## Is the leftover pressure error in my cutoff test just Pulay stress?

I ran the same WS₂ cell with a growing plane-wave basis and compared each run with one at 850 eV.

Ansatz 0.2.0, PBEsol with PAW datasets made for PBE; WS₂ cell of 9 fixed atoms, 12×12×1 k mesh, Gaussian smearing of 0.02 eV. The reference wave cutoff is 850 eV, and the density cutoff is four times the wave cutoff in every run. Energies are for zero smearing, pressures are positive in compression and corrected for the finite cutoff, and force changes are taken along single axes.

| wave cutoff | energy less reference (meV per atom) | pressure less reference (GPa) | largest force change (eV/Å) | pressure (GPa) |
| --- | --- | --- | --- | --- |
| 150 eV | 7287.0 | 0.740 | 0.132 | -1.154 |
| 200 eV | 1493.7 | -0.862 | 0.168 | -2.756 |
| 250 eV | 238.3 | 0.278 | 0.079 | -1.616 |
| 300 eV | 25.7 | 0.118 | 0.019 | -1.776 |
| 350 eV | 2.9 | 0.016 | 0.003 | -1.878 |
| 380 eV | 1.3 | 0.011 | 0.002 | -1.883 |
| 420 eV | 0.7 | 0.006 | 0.001 | -1.888 |
| 460 eV | 0.4 | 0.003 | 0.001 | -1.891 |
| 520 eV | 0.2 | 0.002 | 0.000 | -1.892 |
| 600 eV | 0.1 | 0.001 | 0.000 | -1.893 |
| 700 eV | 0.0 | 0.000 | 0.000 | -1.894 |

The energy error falls smoothly, but the pressure error is positive, then negative, then positive again. The pressures are already corrected for the finite cutoff. The cell holds three layers and extra empty space, so they aren't the pressures of bulk WS₂. Is the rest Pulay stress that the correction missed, or is something else wrong at low cutoff? And if the pressure is nearly right, may I relax the atoms there?

### Answer

At 250 eV, Pulay stress would be several GPa and negative, while your pressure error is a few tenths of a GPa and positive. Most of what remains there along the stacking axis z has another source: the short basis pushes the sulfur atoms with the wrong force. A pressure correction doesn't repair that.

**Uncorrected Pulay stress.** A stress calculation strains the cell while keeping the number of plane waves fixed. A larger cell then has a lower effective cutoff and a higher energy, so the cell seems to want to shrink. The false pressure is (2/3)(E_c/V)(dE/dE_c), with E_c the cutoff, E the energy per atom and V the volume per atom. Because the energy curve flattens as the cutoff rises, the slope from 250 to 300 eV gives the least size at 250 eV: about −4 GPa. The table has +0.28 GPa, so the correction has removed nearly all of it.

**A remnant of the correction.** This idea is harder to dismiss. At 300 eV the pressure errors in the plane and along z are nearly equal, 0.121 and 0.113 GPa, as a remnant of Pulay stress would be. But such a remnant moves no atom, because plane waves aren't attached to atoms. The table shows force errors alongside the pressure errors, so the two can be tested against each other.

**Wrong forces within the layers.** Suppose the layers hardly influence one another. Stretching the cell along z then changes the energy only by moving the sulfur atoms farther from their tungsten plane. The pressure error along z must equal the sum of the sulfur force errors times their heights above or below tungsten, divided by the cell volume. The bond length and the cell edge fix that height at 1.56 Å.

For 250 eV, take the largest force change, 0.079 eV/Å, for all six sulfur atoms; their individual changes differ by only about 2%. In a cell of 250 Å³ this gives

6 × 0.079 eV/Å × 1.56 Å / 250 Å³ ≈ 0.003 eV/Å³ ≈ 0.47 GPa.

The stress of the same run is off by 0.46 GPa along z. The forces therefore account for almost the whole error, which leaves little room for a remnant that acts equally along all axes.

The output below applies this estimate, which has no adjustable constant, to every row. It matches the size of the z error within about a tenth from 200 to 300 eV; at higher cutoffs the rounding of the forces soon blurs the test. The output compares sizes only; at 250 eV the individual forces confirm the sign as well.

At 150 eV the explanation fails. The six sulfur forces are all off by nearly the same amount and predict an error of about +0.74 GPa along z, but the stress is off by −0.39 GPa. Something else must contribute about −1.1 GPa. A remnant of less than two percent of the enormous Pulay stress there would have the right sign and size. But if it acted equally along all axes, it would also lower the pressure in the plane, where the error is +1.3 GPa, and leave even more to explain there. These runs don't settle what goes wrong at that cutoff.

The estimate is not exact even in a good basis. In the 850 eV run, sulfur forces carry 0.66 of the 0.77 GPa of tension along z. The rest presumably comes from forces between the layers. The agreement from 200 to 300 eV therefore relies on that part changing little with the basis. At 250 eV this holds: the part not carried by sulfur forces is about 0.12 GPa both there and in the reference run. What the test can't tell is how much of the force error comes from the waves themselves, because the cutoff for the electron density was lowered along with theirs.

**Why the energy looks so much worse.** At 250 eV the energy is wrong by 238 meV per atom, yet increasing the cell volume by 1% at a fixed cutoff would change that error by only about 0.5 meV per atom. The likely reason is that most of the missing waves describe sharp features close to the nuclei, which stay much the same when the cell is strained. That part of the error cancels in forces and in corrected pressures, although it is also what makes the uncorrected Pulay stress so large. What survives is the smaller part that depends on how neighbouring atoms bond, and the same division should hold in other solids.

**May you relax at 250 eV?** Not for a final structure. The largest sulfur force is 0.04 eV/Å there but 0.12 eV/Å in the reference run, so the atoms look closer to rest than they are. A relaxation would settle them at the wrong height, however well the pressure is corrected. Since W–S bonds are stiff, I'd expect the height to be off by less than 0.01 Å, which is tolerable in a first pass. At 350 eV the largest force error is down to 0.003 eV/Å, although the program still flags that cutoff as below the recommended one.

The in-plane part of the pressure error remains open. Symmetry leaves no in-plane forces on the atoms to test it with, and in the rows up to 300 eV, where the errors are large enough to compare, simple W–S springs give roughly the right ratio between the two directions only at 200 eV. Runs with a slightly stretched in-plane edge, repeated at 250 and 850 eV, would show whether the short basis gives the energy a wrong slope there too, or whether the correction left a remnant that acts mainly in the plane.

Output of the analysis:

```
Pressure errors in GPa:
     row  along z  size from sulfur force  in plane
  150 eV  -0.3871                  0.7903     1.303
  200 eV   -1.107                   1.006   -0.7406
  250 eV   0.4612                   0.473    0.1862
  300 eV   0.1132                  0.1138    0.1206
  350 eV  0.01634                 0.01796   0.01523
  380 eV  0.01026                 0.01197   0.01155
  420 eV  0.00499                0.005987  0.006308
  460 eV  0.00278                0.005987  0.003421
  520 eV  0.00148                       0  0.001838
  600 eV  0.00077                       0  0.000891
  700 eV   0.0002                       0  0.000151
Height of sulfur above tungsten in angstrom: 1.559
Rounding of the force column carried into the z pressure in GPa: 0.002994
Uncorrected Pulay stress at 150 eV at least in GPa: -66.74
Uncorrected Pulay stress at 250 eV at least in GPa: -4.082
Uncorrected Pulay stress at 300 eV at least in GPa: -0.5253
Force estimate over z pressure error at 150 eV: 2.041
Force estimate over z pressure error at 200 eV: 0.9089
Force estimate over z pressure error at 250 eV: 1.025
Force estimate over z pressure error at 300 eV: 1.005
Smallest sulfur force change at 250 eV in eV per angstrom: 0.07776
z pressure error at 250 eV from all six sulfur forces in GPa: 0.4697
z tension of the reference run carried by sulfur forces in GPa (full value 0.773): 0.6566
Ratio of z to in-plane error for pure W-S springs: 1.44
Ratio of z to in-plane error at 250 eV: 2.477
Ratio of z to in-plane error at 300 eV: 0.9386
Fall of the energy error at 250 eV for 1 percent more volume in meV per atom: 0.4826
Shrinkage of energy error from 250 to 350 eV as a factor: 82.17
Shrinkage of pressure error from 250 to 350 eV as a factor: 17.38
Shrinkage of force error from 250 to 350 eV as a factor: 26.33
```
